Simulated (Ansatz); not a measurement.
# The perfect BN wire along [110], 8 atoms a period, H-terminated

Wanted: the relaxed geometry and the bands of the BN wire along [110], 8 atoms a period, H-terminated.

Method: DFT PBE, plane waves, PAW; relaxation of a wire's period; PAW set soft_1, in the first sound run; inputs show where later runs differ, in Ansatz 0.2.0.

This is a report of a sequence of runs, with most program output left out.

### 1. The structure

The cell holds 16 atoms: 8 H, 4 B and 4 N. Cell: a = 12.648 Å, b = 11.326 Å, c = 2.567 Å, α = 90.0°, β = 90.0°, γ = 90.0°. Vacuum lies along a and b. The structure's axis is c.

Structure file:

```xyz
16
Lattice="12.6480 0.0000 0.0000 0.0000 11.3260 0.0000 0.0000 0.0000 2.5668" Properties=species:S:1:pos:R:3
H     5.2150    3.4000    0.0000
B     5.9078    4.3798    0.0000
H     3.4000    6.6430    1.2834
H     3.4000    4.6834    1.2834
B     4.0928    5.6632    1.2834
N     6.8153    6.9466    1.2834
N     6.8153    4.3798    1.2834
H     7.4331    7.8202    1.2834
H     7.4331    3.5061    1.2834
B     7.7228    5.6632    1.2834
N     5.0003    5.6632    0.0000
H     5.2150    7.9264    0.0000
B     5.9078    6.9466    0.0000
N     8.6303    5.6632    0.0000
H     9.2481    6.5368    0.0000
H     9.2481    4.7895    0.0000
```

### 2. Relaxing the period

Band widths follow the bond lengths, so the wire is relaxed first. The atoms and the third cell vector are free; the box across stays fixed as vacuum. A Fermi-Dirac smearing is set since the result may be a metal. The pressure printed is a third of the stress's trace over the whole box, vacuum included; only the stress along the axis is relaxed.

Contents of input.yaml:

```yaml
crystal:
  lattice:
    - [12.648, 0.0, 0.0]
    - [0.0, 11.326, 0.0]
    - [0.0, 0.0, 2.5667976157]
  atoms:
    - { symbol: H, position: [0.412318153, 0.300194243, 0.0] }
    - { symbol: B, position: [0.467095218, 0.386702799, 0.0] }
    - { symbol: H, position: [0.268817204, 0.586525746, 0.5] }
    - { symbol: H, position: [0.268817204, 0.413508636, 0.5] }
    - { symbol: B, position: [0.32359427, 0.500017191, 0.5] }
    - { symbol: "N", position: [0.538845693, 0.613331583, 0.5] }
    - { symbol: "N", position: [0.538845693, 0.386702799, 0.5] }
    - { symbol: H, position: [0.587688576, 0.690468378, 0.5] }
    - { symbol: H, position: [0.587688576, 0.309566003, 0.5] }
    - { symbol: B, position: [0.610596167, 0.500017191, 0.5] }
    - { symbol: "N", position: [0.395344744, 0.500017191, 0.0] }
    - { symbol: H, position: [0.412318153, 0.699840139, 0.0] }
    - { symbol: B, position: [0.467095218, 0.613331583, 0.0] }
    - { symbol: "N", position: [0.682346642, 0.500017191, 0.0] }
    - { symbol: H, position: [0.731189525, 0.577153986, 0.0] }
    - { symbol: H, position: [0.731189525, 0.422880396, 0.0] }
kpoints:
  mp_grid: { grid: [1, 1, 32] }
scf:
  occupations: { method: fermi_dirac, width: 0.05 }
hamiltonian:
  xc: pbe
  pseudopotentials: { kind: paw, azcp: { folder: soft_1 } }
relax:
  cell: { fix: [a, b, alpha, beta, gamma] }
  max_steps: 45
  f_tol: 0.03
```

Run with:

```
$ ansatz run input.yaml --threads 4 --pin off --max-ram 16384MiB --backend cpu --events-out ev --progress --plain --runs-dir out
```

It took 20 s on 4 threads of Intel Xeon Platinum 8488C (Sapphire Rapids), shared host; peak memory 0.8 GiB; 76 s of CPU time.

The steps of the relaxation:

| step | energy less that of the first step (eV) | largest force component (eV/Å) | pressure (GPa) | volume (Å³) |
| --- | --- | --- | --- | --- |
| 1 | 0.0000 | 2.3016 | -0.04 | 367.70 |
| 2 | -0.3525 | 1.5482 | 0.06 | 371.05 |
| 3 | -0.5001 | 0.2148 | 0.08 | 376.27 |
| 4 | -0.5074 | 0.0978 | -0.22 | 376.00 |
| 5 | -0.5084 | 0.0290 | -0.12 | 376.21 |
| 6* | -0.5168 | 0.0296 | -0.08 | 376.21 |

Relaxation steps marked * repeat the geometry before them on a plane-wave basis chosen anew for their cell, so energy and pressure can jump there.

Forces are held to the 4 operations that the run works with; a distortion that breaks them can't arise in this run.

| cell as run | before | after | change |
| --- | --- | --- | --- |
| c (Å) | 2.567 | 2.626 | +2.3 % |

The atoms that moved most (Å, along periodic axes as changes of fractional coordinates times the final cell, across vacuum about the mean position):

| atom | dx | dy | dz | length |
| --- | --- | --- | --- | --- |
| H9 | -0.082 | 0.037 | 0.000 | 0.090 |
| H8 | -0.082 | -0.037 | 0.000 | 0.090 |
| H1 | 0.058 | -0.052 | 0.000 | 0.078 |
| H12 | 0.058 | 0.052 | 0.000 | 0.078 |
| H15 | 0.045 | -0.055 | 0.000 | 0.071 |
| H16 | 0.045 | 0.055 | 0.000 | 0.071 |
| N6 | 0.022 | -0.052 | 0.000 | 0.056 |
| N7 | 0.022 | 0.052 | 0.000 | 0.056 |

Final coordinates:

```cif
data_structure
_symmetry_space_group_name_H-M 'P 1'
_symmetry_Int_Tables_number 1
_cell_length_a 12.6480
_cell_length_b 11.3260
_cell_length_c 2.6262
_cell_angle_alpha 90.000
_cell_angle_beta 90.000
_cell_angle_gamma 90.000
_cell_volume 376.21
loop_
_atom_site_label
_atom_site_type_symbol
_atom_site_fract_x
_atom_site_fract_y
_atom_site_fract_z
_atom_site_occupancy
H1 H 0.41688 0.29562 0.00000 1
B2 B 0.46312 0.38857 0.00000 1
H3 H 0.26871 0.58977 0.50000 1
H4 H 0.26871 0.41026 0.50000 1
B5 B 0.32118 0.50002 0.50000 1
N6 N 0.54055 0.60878 0.50000 1
N7 N 0.54055 0.39125 0.50000 1
H8 H 0.58119 0.68716 0.50000 1
H9 H 0.58119 0.31287 0.50000 1
B10 B 0.61021 0.50002 0.50000 1
N11 N 0.39647 0.50002 0.00000 1
H12 H 0.41688 0.70441 0.00000 1
B13 B 0.46312 0.61147 0.00000 1
N14 N 0.68557 0.50002 0.00000 1
H15 H 0.73472 0.57226 0.00000 1
H16 H 0.73472 0.42778 0.00000 1
```

Numbers from this step:

```yaml
cell_length_along_the_wire: 2.626 Å
```

The cell's length comes to 2.626 Å with spin left out.

### 3. The wire at its relaxed period

This step: DFT PBE, plane waves, PAW; bands of a perfect wire; PAW set soft_1 (Ansatz 0.2.0).

At the relaxed period the bands are computed along the axis; those that cross an energy going forward count the channels that a perfect wire would open there.

Contents of input.yaml:

```yaml
crystal:
  lattice:
    - [12.648, 0.0, 0.0]
    - [0.0, 11.326, 0.0]
    - [0.0, 0.0, 2.6262097145]
  atoms:
    - { symbol: H, position: [0.416883305, 0.29561954, 0.0] }
    - { symbol: B, position: [0.463120168, 0.388568147, 0.0] }
    - { symbol: H, position: [0.268714411, 0.589773296, 0.5] }
    - { symbol: H, position: [0.268714411, 0.410261086, 0.5] }
    - { symbol: B, position: [0.321177706, 0.500017191, 0.5] }
    - { symbol: "N", position: [0.540546835, 0.608783401, 0.5] }
    - { symbol: "N", position: [0.540546835, 0.391250981, 0.5] }
    - { symbol: H, position: [0.581191251, 0.687160075, 0.5] }
    - { symbol: H, position: [0.581191251, 0.312874306, 0.5] }
    - { symbol: B, position: [0.610211882, 0.500017191, 0.5] }
    - { symbol: "N", position: [0.396470446, 0.500017191, 0.0] }
    - { symbol: H, position: [0.416883305, 0.704414842, 0.0] }
    - { symbol: B, position: [0.463120168, 0.611466235, 0.0] }
    - { symbol: "N", position: [0.685571575, 0.500017191, 0.0] }
    - { symbol: H, position: [0.734723506, 0.572255718, 0.0] }
    - { symbol: H, position: [0.734723506, 0.427778664, 0.0] }
kpoints:
  mp_grid: { grid: [1, 1, 31] }
  band_path: { path: ["Γ", Z], npoints: 90 }
scf:
  occupations: { method: fermi_dirac, width: 0.05 }
hamiltonian:
  xc: pbe
  pseudopotentials: { kind: paw, azcp: { folder: soft_1 } }
output:
  dos: { e_range: [-5, 4] }
  write_potential: true
  write_density: true
  volumetric_format: npy
```

Elapsed: 17 s, on 4 threads; peak memory 1 GiB; 67 s of CPU time.

Numbers from this step:

```
band gap : 1.445 eV
```

Electronic bands along the path, in eV, zero at the Fermi level:

| point | band 17 | band 18 | band 19 | band 20 | band 21 | band 22 | band 23 | band 24 |
| --- | --- | --- | --- | --- | --- | --- | --- | --- |
| Γ | -2.75 | -1.58 | -1.35 | -0.88 | 0.68 | 1.55 | 2.16 | 3.43 |
| halfway | -2.77 | -2.48 | -1.68 | -0.77 | 1.57 | 2.59 | 3.33 | 4.38 |
| Z | -2.96 | -2.26 | -2.05 | -0.80 | 4.24 | 4.54 | 4.75 | 5.29 |

The gap is 1.44 eV, with spin left out.

On this path the gap is indirect, 1.44 eV, with the valence top between Γ and Z and the conduction bottom at Γ. The least direct gap is 1.56 eV.

### 4. Another level of theory, cutoff 500 eV, k-mesh 1×1×23

This step: DFT r2SCAN, plane waves, PAW; bands of a perfect wire at the PBE geometry; PAW set soft_1 (Ansatz 0.2.0).

The atoms stay at the PBE geometry and the functional changes. r2SCAN also reads the kinetic-energy density; it often gives larger moments and wider gaps than PBE, at a higher cost. Against the first PBE run of this kind, the cutoff is 500 eV against 420 and the mesh along the wire has 23 points against 31.

Changes to input.yaml since step 3:

```diff
@@ -23,3 +23,3 @@
 kpoints:
-  mp_grid: { grid: [1, 1, 31] }
+  mp_grid: { grid: [1, 1, 23] }
   band_path: { path: ["Γ", Z], npoints: 90 }
@@ -28,8 +28,3 @@
 hamiltonian:
-  xc: pbe
+  xc: r2scan
   pseudopotentials: { kind: paw, azcp: { folder: soft_1 } }
-output:
-  dos: { e_range: [-5, 4] }
-  write_potential: true
-  write_density: true
-  volumetric_format: npy
```

It took 29 s on 4 threads; peak memory 1.7 GiB; 1.9 min of CPU time.

This step gave:

- band gap: 2.202 eV

Electronic bands along the path, in eV, zero at the Fermi level:

| point | band 17 | band 18 | band 19 | band 20 | band 21 | band 22 | band 23 | band 24 |
| --- | --- | --- | --- | --- | --- | --- | --- | --- |
| Γ | -3.16 | -1.94 | -1.68 | -1.26 | 1.06 | 1.98 | 2.56 | 3.82 |
| halfway | -3.17 | -2.89 | -2.07 | -1.15 | 1.96 | 3.04 | 3.77 | 4.83 |
| Z | -3.40 | -2.68 | -2.52 | -1.18 | 4.62 | 4.87 | 5.19 | 5.63 |

The gap is 2.20 eV, against 1.44 eV under PBE at the relaxed period.

### 5. Another level of theory, level HSE06, cutoff 420 eV

This step: DFT HSE06, plane waves, PAW; levels of a perfect wire at the PBE geometry; PAW set soft_1 (Ansatz 0.2.0).

The atoms stay at the PBE geometry and the functional changes. HSE06 mixes in a quarter of short-range exact exchange, which removes part of the self-interaction that closes gaps; it is dear, so the mesh is thinner and no path is run. Against the first PBE run of this kind, the mesh along the wire has 12 points against 31.

Changes to input.yaml since step 4:

```diff
@@ -23,4 +23,3 @@
 kpoints:
-  mp_grid: { grid: [1, 1, 23] }
-  band_path: { path: ["Γ", Z], npoints: 90 }
+  mp_grid: { grid: [1, 1, 12] }
 scf:
@@ -28,3 +27,3 @@
 hamiltonian:
-  xc: r2scan
+  xc: hse06
   pseudopotentials: { kind: paw, azcp: { folder: soft_1 } }
```

It took 28 s on 4 threads; peak memory 4.2 GiB.

Numbers from this step:

```yaml
band_gap: 2.587 eV
```

The gap is 2.59 eV, against 1.44 eV under PBE at the relaxed period.

### 6. Results

| Quantity | Value |
| --- | --- |
| cell length, PBE | 2.626 Å |
| gap, PBE | 1.44 eV |
| gap, r2SCAN | 2.20 eV |
| gap, HSE06 | 2.59 eV |

In words: Under PBE the cell's length is 2.63 Å, and a gap of 1.44 eV makes it a semiconductor. At the relaxed period the wire is gapped under every functional, from 1.44 eV (PBE) to 2.59 eV (HSE06). Weak screening in one dimension makes quasiparticle gaps larger than the semilocal gaps, as a rule. Plain hydrogen on a compound's surface is a simple closure: it may leave surface states, and facets that end in unlike atoms put a field across the wire, both of which shrink the gap. A hybrid's gap is read on a coarse mesh, without a band path.

[Logs are printed without paths, hosts, clocks, repeated set-up lines and the standing remarks that a program may print on its own settings, such as how far it seeks lower states.]

[Hosts, paths, dates, database ids (printed as entryN), source tags and the programs' standing remarks are cut or masked in the printed files.]
